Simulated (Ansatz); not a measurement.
**G0W0 run on SiO2 (Fm-3m)**

Theory: G0W0@PBE, full frequency by contour deformation, hand-made PAW set at its accurate level (Ansatz).

The input was:

```yaml
crystal:
  lattice:
    - [0.0, 2.195375, 2.195375]
    - [2.195375, 0.0, 2.195375]
    - [2.195375, 2.195375, 0.0]
  atoms:
    - { symbol: Si, position: [0.0, 0.0, 0.0] }
    - { symbol: O, position: [0.25, 0.25, 0.25] }
    - { symbol: O, position: [0.75, 0.75, 0.75] }
basis:
  precision: f64
  xc_grid: 2
kpoints:
  mp_grid: { grid: [4, 4, 4], shift: [0, 0, 0] }
hamiltonian:
  xc: pbe
  dispersion: none
  pseudopotentials: { kind: paw, source: ansatz, level: accurate }
magnetization:
  spin_polarized: false
scf:
  lower_state_search: "off"
  max_iter: 200
  occupations: { method: fixed }
  convergence: { dr2_threshold: "1e-10 eV" }
output: {}
gw:
  n_empty_bands: 136
  ecut_chi: 200
  ecutfock_ratio: 2
  qp_bands: [v1, c1]
  screening: { model: contour_deformation }
```

Levels count from the highest filled Kohn-Sham level listed; ε_QP = ε_KS + Z(Σ − Vxc). VB is the top filled band, CB the lowest empty one. Points in brackets are given in fractions of the reciprocal vectors. A dash marks a part that wasn't solved. The wave cutoff came out at 900 eV.

```tsv
k	band	ε_KS (eV)	Σx − Vxc (eV)	Σc (eV)	Z	ε_QP (eV)
Γ	VB	-2.49	-5.39	–	–	–
Γ	CB	3.60	5.49	–	–	–
(0, -0.5, -0.5)	VB	0.00	-4.84	3.61	0.80	-0.98
(0, -0.5, -0.5)	CB	2.15	5.20	-4.21	0.86	2.99
```

The gap (direct at k = (0, -0.5, -0.5)) opens from 2.15 eV to 3.98 eV.

Electronic (ion-clamped) dielectric constant on this mesh, from the head of the inverse dielectric matrix: 3.8.

The cell is a model at fixed atoms and needn't be the relaxed known crystal. The mesh is coarse, so these are values at the stated settings, not converged ones. Band sums or response are cut, so the gap isn't at its basis limit. The gap is read on the mesh, and the crystal's band edges can lie off it.
